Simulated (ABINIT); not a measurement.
# CdSe (Cadmoselite) (P6_3mc) in ABINIT: settings compared

Aim: see how the results for CdSe (Cadmoselite) move with the level of theory and the settings. Levels: PBE, PBEsol, RPBE. Tasks: relaxation of cell and atoms, single point.

Program: ABINIT 10.8.3 (patched build). These are calculated values, not measurements. Logs are shortened: lines on timing, memory, paths and dates and some standing lists are left out, and cuts for length are marked. The log counts tension as positive stress, the text compression.

**Experimental background.**

A printed reference work, data compilation reports, for a bulk crystal of CdSe at 2 K: band gap 1.841 eV.

The results are compared with them further down.

## Step 1: Starting point

Symmetry: P6_3mc, No. 186, hexagonal system. Conventional cell: a = 4.300 Å, b = 4.300 Å, c = 7.020 Å, α = 90.00°, β = 90.00°, γ = 120.00°. Cd (site symmetry 3m) is surrounded by 4 Se at 2.61 to 2.70 Å. Se (site symmetry 3m) is surrounded by 4 Cd at 2.61 to 2.70 Å.

## Step 2: Relaxation of cell and atoms, PBE, target pressure 20 GPa, at which the enthalpy is minimised

run.abi

```
pp_dirpath "./"
pseudos "Cd.GGA_PBE-JTH.xml, Se.GGA_PBE-JTH.xml"

acell 4.3 4.3 7.02 Angstrom
rprim
     1.0000000000     0.0000000000     0.0000000000
    -0.5000000000     0.8660254038     0.0000000000
     0.0000000000     0.0000000000     1.0000000000
ntypat 2
znucl 48 34
natom 4
typat 1 1 2 2
xcart
     4.0629111684     2.3457228563     6.6329386974
    -0.0000000004     4.6914457133     0.0000000000
     4.0629111684     2.3457228563    11.7403014945
    -0.0000000004     4.6914457133     5.1073627970
chkprim 0
chksymtnons 0
tolsym 1.0e-6

ecut 22.0
pawecutdg 44.0
pawxcdev 0
pawovlp -1

kptopt 1
ngkpt 6 6 3
nshiftk 1
shiftk 0.0 0.0 0.0

ixc 11

nband 22
occopt 3
tsmear 0.05 eV

nstep 100
tolvrs 1.0e-9

iomode 3
prtwf 0
prtden 0
prteig 0
prtebands 0
enunit 2
prtvol 2

ionmov 2
ntime 60
tolmxf 5.0e-5
optcell 2
dilatmx 1.08
ecutsm 0.5
strtarget 3*-6.797862e-04 3*0.0
```

Potentials or basis: JTH PAW PBE v2.0.

On the command line:

```console
> abinit run.abi > log 2>&1
```

run.abo:

```text
.Version 10.8.3 of ABINIT
 Symmetries : space group P6_3 m c (#186); Bravais hP (primitive hexag.)
================================================================================
 Values of the parameters that define the memory need of the present run
     intxc =       0    ionmov =       2      iscf =      17    lmnmax =      18
     lnmax =       6     mgfft =      64  mpssoang =       3    mqgrid =    4279
     natom =       4  nloc_mem =       2    nspden =       1   nspinor =       1
    nsppol =       1      nsym =      12    n1xccc =       1    ntypat =       2
    occopt =       3   xclevel =       2
       mpw =        4728          nfft =      102400          nkpt =          14
 PAW method is used; the additional fine FFT grid is defined by:
   mgfftf=        90    nfftf =    262440
================================================================================
================================================================================

--------------------------------------------------------------------------------
------------- Echo of variables that govern the present computation ------------
--------------------------------------------------------------------------------
 -outvars: echo values of preprocessed input variables --------
            acell      8.1258223414E+00  8.1258223414E+00  1.3265877404E+01 Bohr
              amu      1.12411000E+02  7.89600000E+01
          chkprim           0
      chksymtnons           0
          dilatmx      1.08000000E+00
             ecut      2.20000000E+01 Hartree
           ecutsm      5.00000000E-01 Hartree
           enunit           2
           ionmov           2
              ixc          11
         kptrlatt        6    0    0      0    6    0      0    0    3
          kptrlen      3.97976322E+01
            natom           4
            nband          22
            ngfft          40      40      64
          ngfftdg          54      54      90
             nkpt          14
            nstep         100
             nsym          12
            ntime          60
           ntypat           2
           occopt           3
          optcell           2
        pawecutdg      4.40000000E+01 Hartree
          pawovlp     -1.0000000000E+00
         pawxcdev           0
           prtden           0
        prtebands           0
           prteig           0
           prtvol           2
            prtwf           0
            rprim      1.0000000000E+00  0.0000000000E+00  0.0000000000E+00
                      -5.0000000000E-01  8.6602540380E-01  0.0000000000E+00
                       0.0000000000E+00  0.0000000000E+00  1.0000000000E+00
          spgroup         186
        strtarget     -6.79786200E-04 -6.79786200E-04 -6.79786200E-04
                       0.00000000E+00  0.00000000E+00  0.00000000E+00
           tolsym      1.00000000E-06
           tolvrs      1.00000000E-09
           tsmear      1.83746611E-03 Hartree
            typat      1  1  2  2
[... 2205 lines left out ...]
   1.27240    1.74342    6.64912    7.55952    8.58978    8.98753
 kpt#  14, nband= 22, wtk=  0.03704, kpt=  0.3333  0.3333  0.3333 (reduced coord)
  -9.80259   -9.80259   -5.29237   -5.18518   -5.18518   -5.10105   -4.88121   -4.88121
  -4.85058   -4.84546   -4.10223   -4.10223   -1.65911   -1.65911   -0.37535    0.53143
   1.34947    1.34947    7.52107    7.52107    7.78482    9.84843
 Total charge density [el/Bohr^3]
)     Maximum=    7.6191E-01  at reduced coord.    0.6667    0.3333    0.5111
)Next maximum=    7.6191E-01  at reduced coord.    0.3333    0.6667    0.0111
)     Minimum=   -1.9685E-02  at reduced coord.    0.3333    0.6667    0.3778
)Next minimum=   -1.9685E-02  at reduced coord.    0.6667    0.3333    0.8778
   Integrated=    3.6000E+01

--- !EnergyTerms
iteration_state     : {dtset: 1, itime: 16, icycle: 1, }
comment             : Components of total free energy in Hartree
kinetic             :  3.27557812713497E+01
hartree             :  2.69404311276573E+01
xc                  : -1.92702117401219E+01
Ewald energy        : -8.73004718358041E+01
psp_core            :  6.56931523489722E+00
local_psp           : -8.28628569267997E+01
PAW spherical_terms :  8.86379316952012E+00
internal            : -1.14304219699301E+02
'-kT*entropy'       : -1.06215893771066E-07
total_energy        : -1.14304219805517E+02
total_energy_eV     : -3.11037627467344E+03
...

--- !EnergyTermsDC
iteration_state     : {dtset: 1, itime: 16, icycle: 1, }
comment             : '"Double-counting" decomposition of free energy'
band_energy         : -4.83375767272131E+00
Ewald energy        : -8.73004718358041E+01
psp_core            :  6.56931523489722E+00
xc_dc               : -3.09477451021558E+01
PAW spherical_terms :  2.20844117095688E+00
internal            : -1.14304218204827E+02
'-kT*entropy'       : -1.06215893771066E-07
total_energy_dc     : -1.14304218311043E+02
total_energy_dc_eV  : -3.11037623400672E+03
...

--- !EnergyTermsWithPAWCore
iteration_state     : {dtset: 1, itime: 16, icycle: 1, }
comment             : 'Components of total free energy, including PAW core contributions'
Total energy        : -1.60495843385288E+04
Total energy DC     : -1.60495843370343E+04
Total energy (eV)   : -4.36731438523155E+05
Total energy DC (eV): -4.36731438482488E+05
...

 rms coord change=  6.4555E-03   atom, delta coord (reduced):
     1        0.000000000000     -0.000000000000      0.011181307350
     2       -0.000000000000      0.000000000000      0.011181307350
     3        0.000000000000     -0.000000000000     -0.011181307350
     4       -0.000000000000      0.000000000000     -0.011181307350

 Cartesian components of stress tensor (hartree/bohr^3)
  sigma(1 1)= -6.79953252E-04  sigma(3 2)=  0.00000000E+00
  sigma(2 2)= -6.79953252E-04  sigma(3 1)=  0.00000000E+00
  sigma(3 3)= -6.80015143E-04  sigma(2 1)=  0.00000000E+00

-Cartesian components of stress tensor (GPa)         [Pressure=  2.0006E+01 GPa]
- sigma(1 1)= -2.00049153E+01  sigma(3 2)=  0.00000000E+00
- sigma(2 2)= -2.00049153E+01  sigma(3 1)=  0.00000000E+00
- sigma(3 3)= -2.00067362E+01  sigma(2 1)=  0.00000000E+00

== END DATASET(S) ==============================================================
================================================================================

 -outvars: echo values of variables after computation  --------
            acell      7.5074732764E+00  7.5074732765E+00  1.2805208860E+01 Bohr
           etotal     -1.1430421831E+02
            fcart      5.7385916652E-28  3.3131774426E-28 -1.7189610089E-05
                      -5.7385916652E-28 -3.3131774426E-28 -1.7189610089E-05
                       2.8692958326E-28  1.6565887213E-28  1.7189610089E-05
                      -2.8692958326E-28 -1.6565887213E-28  1.7189610089E-05
            rprim      1.0000000000E+00  0.0000000000E+00  0.0000000000E+00
                      -4.9999999999E-01  8.6602540379E-01  0.0000000000E+00
                       0.0000000000E+00  0.0000000000E+00  1.0000000000E+00
           strten     -6.7995325163E-04 -6.7995325199E-04 -6.8001514305E-04
                       0.0000000000E+00  0.0000000000E+00  0.0000000000E+00
           xangst      1.9863918827E+00  1.1468438874E+00  3.4638794036E+00
                      -6.6045052939E-10  2.2936877760E+00  7.5767051095E-02
                       1.9863918827E+00  1.1468438874E+00  5.9211918110E+00
                      -6.6045052939E-10  2.2936877760E+00  2.5330794585E+00
             xred      6.6666666633E-01  3.3333333299E-01  5.1118130735E-01
                       3.3333333300E-01  6.6666666632E-01  1.1181307350E-02
                       6.6666666633E-01  3.3333333299E-01  8.7381869239E-01
                       3.3333333300E-01  6.6666666632E-01  3.7381869239E-01
 Calculation completed.
```

Run time: 18 min. Hardware: 1 thread of Arm Neoverse V1, shared host; peak memory 0.24 GiB.

Results:

```yaml
Free_energy: -3110.3762 eV
Relaxed_volume: 23.16 Å³/atom
Relaxed_cell: a = 3.973 Å, b = 3.973 Å, c = 6.776 Å, α = 90.00°, β = 90.00°, γ = 120.00°
Space_group_after_relaxing_to_0.05_Å: P6_3mc (No. 186)
Energy_change_on_relaxing_the_enthalpy_is_what_falls: +310.5 meV/atom
Ionic_steps: 16
Pressure_after_relaxing: 20.0 GPa
Band_gap_on_the_k_mesh: 0.91 eV, direct
```

Step by step:
```csv
step,energy change (eV),largest force (eV/Å),pressure (GPa),volume (Å³)
1,0.0000,0.2849,3.09,112.41
2,0.1626,0.2980,6.48,106.69
3,1.6482,0.1073,24.56,89.77
4,1.1709,0.1419,19.44,93.26
5,1.2225,0.1006,20.01,92.84
6,1.2343,0.0555,20.15,92.74
7,1.2282,0.0216,20.08,92.78
8,1.2212,0.0126,20.00,92.84
9,1.2120,0.0044,19.91,92.91
10,1.1976,0.0076,19.75,93.03
11,1.1773,0.0262,19.54,93.18
12,1.1596,0.0522,19.33,93.31
13,1.1671,0.0560,19.34,93.24
14,1.2110,0.0195,19.71,92.87
15,1.2373,0.0025,19.97,92.66
16,1.2419,0.0009,20.01,92.62
```

Final structure:
```cif
data_structure
_symmetry_space_group_name_H-M 'P 1'
_symmetry_Int_Tables_number 1
_cell_length_a 3.9728
_cell_length_b 3.9728
_cell_length_c 6.7762
_cell_angle_alpha 90.000
_cell_angle_beta 90.000
_cell_angle_gamma 120.000
_cell_volume 92.62
loop_
_atom_site_label
_atom_site_type_symbol
_atom_site_fract_x
_atom_site_fract_y
_atom_site_fract_z
_atom_site_occupancy
Cd1 Cd 0.66667 0.33333 0.51118 1
Cd2 Cd 0.33333 0.66667 0.01118 1
Se1 Se 0.66667 0.33333 0.87382 1
Se2 Se 0.33333 0.66667 0.37382 1
```

Levels at points of the mesh, in eV from the valence-band top:
```tsv
k point	band 15	band 16	band 17	band 18	band 19	band 20	band 21	band 22
(0.00, 0.00, 0.00)	-1.05	-0.32	0.00	0.00	0.91	2.68	5.96	5.96
(0.50, 0.00, 0.00)	-3.81	-2.55	-2.15	-1.03	3.34	3.35	4.36	6.22
```

Caveat: the volume moved by over 15 % at a fixed basis, so the end points are rough; the atomic spheres overlap.

(Continued in part 2 of 2.)
